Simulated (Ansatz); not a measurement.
# The honeycomb InP bilayer (AB) between two gates

Aim: screening and gap of the neutral honeycomb InP bilayer (AB) between oppositely charged gates.

Method: plane-wave DFT, PBE-D3(BJ), Ansatz PAW, in Ansatz 0.2.0.

## 1. The structure

The cell holds 4 atoms: 2 P and 2 In. Cell: a = 4.250 Å, b = 4.250 Å, c = 39.200 Å, α = 90.0°, β = 90.0°, γ = 120.0°. Regions: layer 1: honeycomb InP, 2 atoms (1 P and 1 In); layer 2: honeycomb InP, 2 atoms (1 P and 1 In). Vacuum lies along c.

As a file:

```cif
data_structure
_symmetry_space_group_name_H-M 'P 1'
_symmetry_Int_Tables_number 1
_cell_length_a 4.2500
_cell_length_b 4.2500
_cell_length_c 39.2000
_cell_angle_alpha 90.000
_cell_angle_beta 90.000
_cell_angle_gamma 120.000
_cell_volume 613.19
loop_
_atom_site_label
_atom_site_type_symbol
_atom_site_fract_x
_atom_site_fract_y
_atom_site_fract_z
_atom_site_occupancy
P1 P 0.66667 0.33333 0.44770 1
In2 In 0.33333 0.66667 0.46046 1
P3 P 0.00000 0.00000 0.53954 1
In4 In 0.66667 0.33333 0.55230 1
```

## 2. Relaxing the slab

The starting cell is a guess, so the in-plane lattice and the atoms are relaxed first, with the slab cut off from its images along the normal.

File input.yaml:

```yaml
crystal:
  lattice:
    - [4.25, 0.0, 0.0]
    - [-2.125, 3.6806079661, 0.0]
    - [0.0, 0.0, 39.2000000002]
  atoms:
    - { symbol: P, position: [0.6666666667, 0.3333333333, 0.4477040816] }
    - { symbol: In, position: [0.3333333333, 0.6666666667, 0.4604591837] }
    - { symbol: P, position: [0.0, 0.0, 0.5395408163] }
    - { symbol: In, position: [0.6666666667, 0.3333333333, 0.5522959184] }
  periodic: [true, true, false]
kpoints:
  mp_grid: { grid: [12, 12, 1] }
hamiltonian:
  xc: pbe
  dispersion: d3bj
scf:
  occupations: { method: fermi_dirac, width: 0.05 }
  convergence: { dr2_threshold: 1.0e-09 }
relax:
  f_tol: 0.004
  max_steps: 90
  cell: {}
output:
  write_potential: true
  write_density: true
  volumetric_format: npy
```

The run is started by

```
> ansatz run input.yaml --threads 4 --pin off --max-ram 8192MiB --backend cpu --events-out ev --progress --plain --runs-dir out
```

Numbers of over 12 decimals in the logs are rounded to 6 here.

The program printed:

```text
Warning: relax.cell: scf.convergence.dr2_threshold = 1e-9 eV is looser than the 2.01197122807e-10 eV advised for a relaxation that steers and ends on the stress (1e-10 eV for each atom of the cell: 4, times the square of relax.cell.stress_2d_tol = 0.05 N/m over 14.1 Å (the atoms' height at the walk's start and 5 Å past either face), 3.546e-2 GPa, over a crystal's default 0.05). What an SCF threshold leaves in a stress goes as its square root, and in the free energy as the threshold itself, and one threshold admits the most on a small cell: [figures from the program's tests cut] Set scf.convergence.dr2_threshold to 2.01197122807e-10 eV or tighter. [rest of the remark cut]
Engine: ansatz 0.2.0, aarch64-unknown-linux-gnu
Pseudopotentials: kind: paw
Pseudopotential: P, paw, valence charge 5, recommended cutoff 420 eV (normal), P.paw.azcp
Pseudopotential: In, paw, valence charge 13, recommended cutoff 420 eV (normal), In.paw.azcp
Functional definition: PBE
  parameter kappa = 0.804
  parameter beta = 0.066725
  exchange = pbe_x(kappa = kappa, mu = beta*pi^2/3)
  correlation = pbe_c(beta = beta)
Crystal: 4 atoms, lattice volume = 613.189 Å³
Basis set: ecut = 420 eV, 11957 PW (Γ), exchange–correlation on 60×60×540 points (8 copies of the dense FFT grid, shifted against one another)
Bands: 22, of which v1, the nominal top of the filled ones, is band 18 counted from 1 (17 counted from 0)
Symmetry: 6 space group operations
Space group: P3m1 (ITA 156), of the structure as read, at distance tolerance 8.5e-5 Å
k-points: 19 of 144 (time reversal used)
Non-local potential: P, projectors of the file, l = 0: 2, l = 1: 2, l = 2: 2
Non-local potential: In, projectors of the file, l = 0: 2, l = 1: 2, l = 2: 2, l = 3: 2
PAW form: soft (Blöchl's): semilocal exchange-correlation on the pseudo side does not see the compensation charge
PAW one-centre angular grid: P, 110 points (default); XC on 64 Gauss nodes
PAW one-centre angular grid: In, 590 points (default); XC on 64 Gauss nodes
Initial density: superposition of atomic densities (neutral atoms: chi_scale 0, normalization atom), corrected by the library's trained network
Initial wavefunctions: pseudopotential atomic-orbital guess
Functional: x = pbe(κ = 0.804, μ = 0.219515), c = pbe(β = 0.066725)
SCF iter   1: F=—  HF=-12707.098912 eV  |F-HF|=—  |Δ(HF+E_count)|=         —  Δρ=1.54e-3  dr2=3.66e-2  ethr=1.77e-3  ⟨swp⟩=13.8  Hψ=3312  notcnv=0
preconditioner: auto → Resta (q_TF=auto, 1.701 Å⁻¹)  ε∞=1.5  [insulator: Δε(μ)=0.823 eV  Ē_g=12.526 eV  σ=0.050 eV  W_gap=1.00  n_scr=20 (ndim 8)  ℏωp=9.0 eV  f_vac=0.782  D(μ)=0.00/eV (n_scr^D=0)  ε∞_Penn≈1.5  vacuum switching on, ρ_ref=1.1e-2 e/Å³]
SCF iter   2: F=—  HF=-12707.097665 eV  |F-HF|=—  |Δ(HF+E_count)|=   1.25e-3  Δρ=7.87e-4  dr2=3.03e-2  ethr=1.02e-4  ⟨swp⟩=3.7  Hψ=1063  notcnv=0
SCF iter   3: F=—  HF=-12707.096059 eV  |F-HF|=—  |Δ(HF+E_count)|=   1.61e-3  Δρ=5.27e-4  dr2=1.28e-2  ethr=8.41e-5  ⟨swp⟩=3.4  Hψ=825  notcnv=0
SCF iter   4: F=—  HF=-12707.095255 eV  |F-HF|=—  |Δ(HF+E_count)|=   8.04e-4  Δρ=2.91e-4  dr2=2.24e-3  ethr=3.55e-5  ⟨swp⟩=2.1  Hψ=587  notcnv=0  defer=1
SCF iter   5: F=—  HF=-12707.095282 eV  |F-HF|=—  |Δ(HF+E_count)|=   2.66e-5  Δρ=1.05e-4  dr2=2.30e-4  ethr=6.23e-6  ⟨swp⟩=2.6  Hψ=873  notcnv=0
SCF iter   6: F=—  HF=-12707.095359 eV  |F-HF|=—  |Δ(HF+E_count)|=   7.67e-5  Δρ=3.61e-5  dr2=8.06e-6  ethr=6.40e-7  ⟨swp⟩=2.6  Hψ=728  notcnv=0
SCF iter   7: F=—  HF=-12707.095364 eV  |F-HF|=—  |Δ(HF+E_count)|=   5.72e-6  Δρ=9.90e-6  dr2=8.00e-7  ethr=2.24e-8  ⟨swp⟩=3.2  Hψ=952  notcnv=0
SCF iter   8: F=—  HF=-12707.095243 eV  |F-HF|=—  |Δ(HF+E_count)|=   1.21e-4  Δρ=3.05e-6  dr2=4.53e-8  ethr=2.22e-9  ⟨swp⟩=3.4  Hψ=892  notcnv=0
SCF iter   9: F=—  HF=-12707.095243 eV  |F-HF|=—  |Δ(HF+E_count)|=   2.29e-7  Δρ=6.65e-7  dr2=2.89e-9  ethr=1.26e-10  ⟨swp⟩=3.4  Hψ=882  notcnv=0
SCF iter  10: F=-12707.095243 eV  HF=-12707.095243 eV  |F-HF|=2.55e-11  |Δ(HF+E_count)|=   1.47e-8  Δρ=1.80e-7  dr2=2.57e-10  ethr=2.78e-12  ⟨swp⟩=11.4  Hψ=3389  notcnv=0
SCF 1 converged in 10 iterations: F = -12707.095243 eV  dr2 = 2.57e-10
  greatest PAW one-centre occupation: 0.982 electrons in one spin orbital (limit 2), on the In atom at site 1 (counted from 0), in its partial waves of l = 2
relax step   1: F+E_penalty+E_count = -12707.09524333 eV  Δ(F+E_penalty+E_count) = +0.000e0 eV  max|allowed force component| = 8.906e-2 eV/Å  Δτ_max = 0.0000 Å  P = -1.467 N/m  Ω = 613.189 Å³  fix = [c, alpha, beta]  reactions: c -0.000 N/m  (10 SCF iters, accepted)
Crystal: 4 atoms, lattice volume = 602.935 Å³
Basis set: ecut = 420 eV, 11669 PW (Γ), exchange–correlation on 60×60×540 points (8 copies of the dense FFT grid, shifted against one another)
Initial density: handed on by an earlier stage of this run
Initial wavefunctions: those handed on with the density
iter 1 solved again at ethr=3.96e-4 eV; its pass at ethr=3.10e-3 eV (dr2=1.42e-1 eV) is discarded
SCF iter   1: F=—  HF=-12707.121218 eV  |F-HF|=—  |Δ(HF+E_count)|=         —  Δρ=4.35e-3  dr2=1.42e-1  ethr=3.96e-4  ⟨swp⟩=2.0  Hψ=3872  notcnv=0
preconditioner: auto → Resta (q_TF=auto, 1.706 Å⁻¹)  ε∞=1.5  [insulator: Δε(μ)=0.899 eV  Ē_g=12.635 eV  σ=0.050 eV  W_gap=1.00  n_scr=20 (ndim 8)  ℏωp=9.1 eV  f_vac=0.793  D(μ)=0.00/eV (n_scr^D=0)  ε∞_Penn≈1.5  vacuum switching on, ρ_ref=1.2e-2 e/Å³]
SCF iter   2: F=—  HF=-12707.108397 eV  |F-HF|=—  |Δ(HF+E_count)|=   1.28e-2  Δρ=1.93e-3  dr2=6.30e-2  ethr=3.94e-4  ⟨swp⟩=3.6  Hψ=966  notcnv=0
SCF iter   3: F=—  HF=-12707.098795 eV  |F-HF|=—  |Δ(HF+E_count)|=   9.60e-3  Δρ=1.32e-3  dr2=6.34e-3  ethr=1.75e-4  ⟨swp⟩=3.1  Hψ=934  notcnv=0
SCF iter   4: F=—  HF=-12707.100419 eV  |F-HF|=—  |Δ(HF+E_count)|=   1.62e-3  Δρ=3.69e-4  dr2=3.93e-3  ethr=1.76e-5  ⟨swp⟩=2.8  Hψ=812  notcnv=0
SCF iter   5: F=—  HF=-12707.100207 eV  |F-HF|=—  |Δ(HF+E_count)|=   2.12e-4  Δρ=1.50e-4  dr2=1.42e-3  ethr=1.09e-5  ⟨swp⟩=2.6  Hψ=659  notcnv=0
SCF iter   6: F=—  HF=-12707.100091 eV  |F-HF|=—  |Δ(HF+E_count)|=   1.17e-4  Δρ=6.74e-5  dr2=1.64e-4  ethr=3.95e-6  ⟨swp⟩=1.8  Hψ=520  notcnv=0
SCF iter   7: F=—  HF=-12707.100090 eV  |F-HF|=—  |Δ(HF+E_count)|=   7.11e-7  Δρ=1.83e-5  dr2=2.35e-6  ethr=4.56e-7  ⟨swp⟩=2.6  Hψ=711  notcnv=0
SCF iter   8: F=—  HF=-12707.099962 eV  |F-HF|=—  |Δ(HF+E_count)|=   1.28e-4  Δρ=6.91e-6  dr2=3.51e-7  ethr=6.52e-9  ⟨swp⟩=3.1  Hψ=941  notcnv=0
SCF iter   9: F=—  HF=-12707.099962 eV  |F-HF|=—  |Δ(HF+E_count)|=   9.81e-8  Δρ=1.64e-6  dr2=2.17e-8  ethr=9.74e-10  ⟨swp⟩=2.5  Hψ=841  notcnv=0
[...]
SCF iter   6: F=—  HF=-12707.113795 eV  |F-HF|=—  |Δ(HF+E_count)|=   6.77e-5  Δρ=5.91e-5  dr2=1.74e-5  ethr=9.19e-7  ⟨swp⟩=2.3  Hψ=785  notcnv=0
SCF iter   7: F=—  HF=-12707.113804 eV  |F-HF|=—  |Δ(HF+E_count)|=   8.82e-6  Δρ=2.41e-5  dr2=5.34e-6  ethr=4.83e-8  ⟨swp⟩=3.2  Hψ=922  notcnv=0
SCF iter   8: F=—  HF=-12707.113803 eV  |F-HF|=—  |Δ(HF+E_count)|=   1.89e-7  Δρ=4.87e-6  dr2=1.57e-7  ethr=1.48e-8  ⟨swp⟩=2.4  Hψ=823  notcnv=0
SCF iter   9: F=—  HF=-12707.113677 eV  |F-HF|=—  |Δ(HF+E_count)|=   1.27e-4  Δρ=1.88e-6  dr2=1.86e-8  ethr=4.36e-10  ⟨swp⟩=3.3  Hψ=965  notcnv=0
SCF iter  10: F=—  HF=-12707.113677 eV  |F-HF|=—  |Δ(HF+E_count)|=   1.17e-8  Δρ=4.03e-7  dr2=1.01e-9  ethr=5.16e-11  ⟨swp⟩=2.8  Hψ=781  notcnv=0
SCF iter  11: F=-12707.113677 eV  HF=-12707.113677 eV  |F-HF|=2.73e-11  |Δ(HF+E_count)|=   1.05e-9  Δρ=1.36e-7  dr2=9.17e-11  ethr=2.78e-12  ⟨swp⟩=10.9  Hψ=3317  notcnv=0
SCF 3 converged in 11 iterations: F = -12707.113677 eV  dr2 = 9.17e-11
  greatest PAW one-centre occupation: 0.982 electrons in one spin orbital (limit 2), on the In atom at site 3 (counted from 0), in its partial waves of l = 2
relax step   3: F+E_penalty+E_count = -12707.11367667 eV  Δ(F+E_penalty+E_count) = -1.371e-2 eV  max|allowed force component| = 3.547e-2 eV/Å  Δτ_max = 0.1556 Å  P = +0.323 N/m  Ω = 597.687 Å³  energy of the carried Pulay correction = +6.072e-4 eV  fix = [c, alpha, beta]  reactions: c +0.000 N/m  (11 SCF iters, accepted)
[...]
relax step   4: F+E_penalty+E_count = -12707.11553861 eV  Δ(F+E_penalty+E_count) = -1.862e-3 eV  max|allowed force component| = 9.805e-3 eV/Å  Δτ_max = 0.0332 Å  P = -0.132 N/m  Ω = 601.839 Å³  energy of the carried Pulay correction = +4.431e-4 eV  fix = [c, alpha, beta]  reactions: c -0.000 N/m  (9 SCF iters, accepted)
[...]
relax step   5: F+E_penalty+E_count = -12707.11576260 eV  Δ(F+E_penalty+E_count) = -2.240e-4 eV  max|allowed force component| = 5.749e-3 eV/Å  Δτ_max = 0.0090 Å  P = +0.017 N/m  Ω = 600.487 Å³  energy of the carried Pulay correction = +4.964e-4 eV  fix = [c, alpha, beta]  reactions: c +0.000 N/m  (8 SCF iters, accepted)
[...]
relax step   6: F+E_penalty+E_count = -12707.11576943 eV  Δ(F+E_penalty+E_count) = -6.825e-6 eV  max|allowed force component| = 1.046e-3 eV/Å  Δτ_max = 0.0048 Å  P = -0.002 N/m  Ω = 600.837 Å³  energy of the carried Pulay correction = +4.826e-4 eV  fix = [c, alpha, beta]  reactions: c -0.000 N/m  (8 SCF iters, accepted)
Initial wavefunctions: pseudopotential atomic-orbital guess (no wavefunctions were taken with the density)
iter 1 solved again at ethr=7.99e-7 eV; its pass at ethr=3.10e-3 eV (dr2=2.88e-4 eV) is discarded
SCF iter   1: F=—  HF=-12707.115410 eV  |F-HF|=—  |Δ(HF+E_count)|=         —  Δρ=1.37e-5  dr2=1.96e-7  ethr=7.99e-7  ⟨swp⟩=4.2  Hψ=4878  notcnv=0
eigensolver tolerance schedule: the retry pair's looser diagonalisation over-reported the residual by 1465.02 of it (diagonalisation noise at 0.61 of the residual, at the tolerance the schedule requests for it); recorded, not acted on — ethr = c·dr2/N_el stays at c = 1.0e-1
preconditioner: auto → Resta (q_TF=auto, 1.707 Å⁻¹)  ε∞=1.5  [insulator: Δε(μ)=0.930 eV  Ē_g=12.592 eV  σ=0.050 eV  W_gap=1.00  n_scr=20 (ndim 8)  ℏωp=9.1 eV  f_vac=0.784  D(μ)=0.00/eV (n_scr^D=0)  ε∞_Penn≈1.5  vacuum switching on, ρ_ref=1.2e-2 e/Å³]
SCF iter   2: F=—  HF=-12707.115284 eV  |F-HF|=—  |Δ(HF+E_count)|=   1.25e-4  Δρ=6.30e-6  dr2=4.48e-8  ethr=5.45e-10  ⟨swp⟩=4.7  Hψ=1397  notcnv=0
SCF iter   3: F=—  HF=-12707.115284 eV  |F-HF|=—  |Δ(HF+E_count)|=   7.51e-8  Δρ=1.82e-6  dr2=1.05e-7  ethr=1.25e-10  ⟨swp⟩=3.4  Hψ=840  notcnv=0
SCF iter   4: F=—  HF=-12707.115284 eV  |F-HF|=—  |Δ(HF+E_count)|=   9.20e-9  Δρ=1.00e-6  dr2=1.93e-8  ethr=1.25e-10  ⟨swp⟩=3.2  Hψ=810  notcnv=0
SCF iter   5: F=-12707.115284 eV  HF=-12707.115284 eV  |F-HF|=1.89e-10  |Δ(HF+E_count)|=  6.44e-10  Δρ=3.32e-7  dr2=6.07e-10  ethr=2.78e-12  ⟨swp⟩=14.7  Hψ=4248  notcnv=0
SCF 7 converged in 5 iterations: F = -12707.115284 eV  dr2 = 6.07e-10
relax step   7: F+E_penalty+E_count = -12707.11528439 eV  Δ(F+E_penalty+E_count) = +4.850e-4 eV  max|allowed force component| = 9.955e-4 eV/Å  Δτ_max = 0.0000 Å  P = -0.003 N/m  Ω = 600.837 Å³  fix = [c, alpha, beta]  reactions: c -0.000 N/m  stress off target by 2.64e-3 N/m on what of the cell is left free  SCF on the basis re-selected at this cell (its energy is not comparable with the rows above)  (5 SCF iters)
basis re-selected at this cell: Δ(F+E_penalty+E_count) = +4.850e-4 eV, ΔP = -0.000 N/m vs the last step (what re-selecting the basis moved, of the pressure what is left beyond the Pulay correction that the steps carried, after the strain that the cell walked since its last selection, with what the two solves' SCF thresholds leave and, on support functions, any second-order correction that the steps lacked; it is no m [...]
WARN: The output density's exchange-correlation potential varies sharply where the density is thin. Do not read a vacuum level from v_tot or v_xc, or from such a field of the output density. On a cell that repeats whose density bears no net charge and no dipole along the vacuum's axis use v_es (v_loc + v_h of the components); under efield.dipole_correction with no amplitude use v_es + v_field, which holds any externa [...]
SCF converged after 5 iterations
Free energy (F): -12707.115284 eV
Harris-Foulkes:  -12707.115284 eV  (|F-HF|=1.89e-10)
Internal energy: -12707.115278 eV  (E = F + TS)
E sigma→0 (E₀):  -12707.115281 eV
Entropy (-TS):   -0.000007 eV (-0.002 meV/atom)
Fermi energy:    -4.506445 eV
--- Per-component energies (eV) ---
  E_band       = -528.562640
  E_kinetic    = 622.469084
  E_local      = -61856.738013  (includes V_loc(G=0)·N_el)
  E_nonlocal   = 802.264481
  E_hartree    = 30420.876089
  E_xc         = -551.224483
  E_vxc        = -316.808595  (∫ρ·V_xc dr)
  E_paw        = -9448.374108  (= ΣΔE_a)
  E_vpaw       = -621.501728  (= ΣTr[D̂ρ^β])
  E_aug_tail   = 0.000059  (compensation charges beyond the density's cutoff)
  E_ewald      = 27304.427507
  E_disp       = -0.815893  (pairwise vdW)
  E_smearing   = -0.000007  (= −TS)
  E_closure    = -0.000000  (closes the sum)
  Σ components = -12707.115284   (vs F -12707.115284, Δ=0.00e0)
--- Forces (eV/Å), atoms counted from 1 ---
  atom   1  P      0.00000000    -0.00000000     0.00000980
  atom   2  In     0.00000000     0.00000000    -0.00019926
  atom   3  P      0.00000000    -0.00000000     0.00099422
  atom   4  In     0.00000000     0.00000000    -0.00080970
  max |Σ_I F_I| component: 4.94e-6 eV/Å
--- 2D stress c σ (N/m, compression-positive) ---
       -0.002642       0.000000      -0.000000
        0.000000      -0.002642      -0.000000
       -0.000000      -0.000000      -0.000000
  P = ½ c Tr σ = -0.0026 N/m
--- Band table (eV; the first three rows and the last of 19) ---
  k-point 0: bands = [... 14 lower, -5.7335, -5.7335, -5.1005, -5.1005, -4.1093, -3.7539, -1.9128, -0.7669]
  k-point 1: bands = [... 14 lower, -5.9496, -5.8629, -5.5990, -5.2070, -3.6872, -3.1669, -1.8602, -0.9688]
  k-point 2: bands = [... 14 lower, -6.8091, -6.1725, -5.6103, -5.4745, -3.1805, -2.5858, -1.7871, -0.9733]
  k-point 18: bands = [... 14 lower, -8.4134, -7.8485, -5.5334, -5.1272, -3.1999, -2.9909, -0.0263, 0.2614]
  the weakly bound empty levels are not read free of the cell's end (no_gap_told)
--- Relaxed structure (6 steps of the walk, 6 accepted, 1 SCFs on fresh bases) ---
  F+E_penalty+E_count = -12707.11528439 eV   max|allowed force component| = 9.955e-4 eV/Å   (the final SCF, on the basis selected at the relaxed cell)
  cell:  # Å, volume = 600.8368 Å³
    - [4.206975, 0, 0]
    - [-2.103487, 3.643347, 0]
    - [0, 0, 39.2000000002]
  atoms:
    - { symbol: P, position: [0.666667, 0.333333, 0.449192] }
    - { symbol: In, position: [0.333333, 0.666667, 0.462511] }
    - { symbol: P, position: [-2.4408759893426907e-17, -1.850371707600888e-17, 0.537667] }
    - { symbol: In, position: [0.666667, 0.333333, 0.550630] }
```

Elapsed: 41 s, on 4 threads of Arm Neoverse V2, shared host; peak memory 0.85 GiB.

The steps of the relaxation:

| step | energy less that of the first step (eV) | largest force component (eV/Å) | volume (Å³) |
| --- | --- | --- | --- |
| 1 | 0.0000 | 0.0891 | 613.19 |
| 2 | -0.0047 | 0.0915 | 602.93 |
| 3 | -0.0184 | 0.0355 | 597.69 |
| 4 | -0.0203 | 0.0098 | 601.84 |
| 5 | -0.0205 | 0.0057 | 600.49 |
| 6 | -0.0205 | 0.0010 | 600.84 |
| 7* | -0.0200 | 0.0010 | 600.84 |

Relaxation steps marked * repeat the geometry before them on a plane-wave basis chosen anew for their cell, so energy and pressure can jump there.

Forces are held to the 6 operations that the run works with; a distortion that breaks them can't arise in this run.

| cell as run | before | after | change |
| --- | --- | --- | --- |
| a (Å) | 4.250 | 4.207 | -1.0 % |
| b (Å) | 4.250 | 4.207 | -1.0 % |

The atoms that moved most (Å, along periodic axes as changes of fractional coordinates times the final cell, across vacuum about the mean position):

| atom | dx | dy | dz | length |
| --- | --- | --- | --- | --- |
| In2 | 0.000 | 0.000 | 0.080 | 0.080 |
| P3 | 0.000 | 0.000 | -0.073 | 0.073 |
| In4 | 0.000 | 0.000 | -0.065 | 0.065 |
| P1 | 0.000 | 0.000 | 0.058 | 0.058 |

Final coordinates:

```cif
data_structure
_symmetry_space_group_name_H-M 'P 1'
_symmetry_Int_Tables_number 1
_cell_length_a 4.2070
_cell_length_b 4.2070
_cell_length_c 39.2000
_cell_angle_alpha 90.000
_cell_angle_beta 90.000
_cell_angle_gamma 120.000
_cell_volume 600.84
loop_
_atom_site_label
_atom_site_type_symbol
_atom_site_fract_x
_atom_site_fract_y
_atom_site_fract_z
_atom_site_occupancy
P1 P 0.66667 0.33333 0.44919 1
In2 In 0.33333 0.66667 0.46251 1
P3 P 0.00000 0.00000 0.53767 1
In4 In 0.66667 0.33333 0.55063 1
```

The lattice constant a goes from 4.250 to 4.207 Å.

(Continued in part 2 of 3.)

[Logs are printed without paths, hosts, clocks, repeated set-up lines and the standing remarks that a program may print on its own settings, such as how far it seeks lower states.]

[Hosts, paths, dates, database ids (printed as entryN), source tags and the programs' standing remarks are cut or masked in the printed files.]

[Maps of the electrostatic potential energy from Ansatz leave out the sawtooth potential of an applied field or a dipole correction, so their vacuum need not be flat; planar profiles and work functions include it.]
